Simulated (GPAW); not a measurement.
HfO2:

```xyz
3
Lattice="0.0000 2.5575 2.5575 2.5575 0.0000 2.5575 2.5575 2.5575 0.0000" Properties=species:S:1:pos:R:3 pbc="T T T"
Hf    0.0000    0.0000    0.0000
O     3.8363    3.8363    3.8363
O     1.2788    1.2788    1.2788
```

Measurements of this composition are mostly on another form, of space group No. 14.

Program: GPAW 26.7.0. Alike in all runs: task band structure; spin SOC, no magnetisation; cell as given; k mesh 7 × 7 × 7; cutoff (eV) 800; smearing fermi-dirac 0.05 eV.

Problem. Order these runs on this cell by their pressure, lowest first.
A. level LDA; potentials or basis the program's PAW data sets (release 1.2.1) made for this functional, pw; band points 100; spin axis theta (degrees) 90; spin axis phi (degrees) 45
B. level revTPSS; potentials or basis GPAW PAW data sets (gpaw-data 1.2.1), pw; band points 100; spin axis theta (degrees) 0; spin axis phi (degrees) 0; eigensolver davidson
C. level RPBE; potentials or basis the program's PAW data sets (release 1.2.1) made for this functional, pw; band points 80; spin axis theta (degrees) 0; spin axis phi (degrees) 0

Solution. A (-17.6 GPa), B (-6.4 GPa), C (2.7 GPa).

Caveats: spin-orbit coupling was added after a scalar SCF, so levels and gaps hold it while energy, forces, pressure and moments don't; so large a pressure means that the cell lies far from this level's equilibrium, or that cutoff or potentials fall short (some runs); the PAW data sets were made with another functional, which shifts forces and pressure a little (some runs).

Runs at the PBE level aren't shown here.
